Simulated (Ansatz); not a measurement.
Input and command of a plane-wave DFT calculation in Ansatz:

```yaml
crystal:
  lattice:
    - [2.5967645682, 0.0, 0.0]
    - [0.0, 2.5967645682, 0.0]
    - [0.0, 0.0, 3.4036164162]
  atoms:
    - { symbol: Al, position: [0.5, 0.5, 0.5] }
    - { symbol: Co, position: [0.0, 0.0, 0.0], spin: 3.0 }
basis:
  ecutwfc: 500
kpoints:
  mp_grid: { grid: [8, 8, 6] }
hamiltonian:
  xc: r2scan
scf:
  occupations: { method: gaussian, width: 0.1 }
  lower_state_search: "off"
output:
  forces: true
  stress: true
  eigenvalues: true
  populations: true
magnetization:
  spin_polarized: true
```

```bash
ansatz run input.yaml --threads 1 --pin off --max-ram 3072MiB --backend cpu --events-out ev --progress --plain --runs-dir out
```

Processor: Arm Neoverse V2, 1 thread, on a host shared with other jobs.

Estimate time, memory and problem size.

About 20 s on 1 thread of Arm Neoverse V2, on a shared host, peak memory 0.35 GiB. It solves 16 bands at 60 k points (the mesh reduced by symmetry) with about 601 plane waves, in 34 SCF iterations.
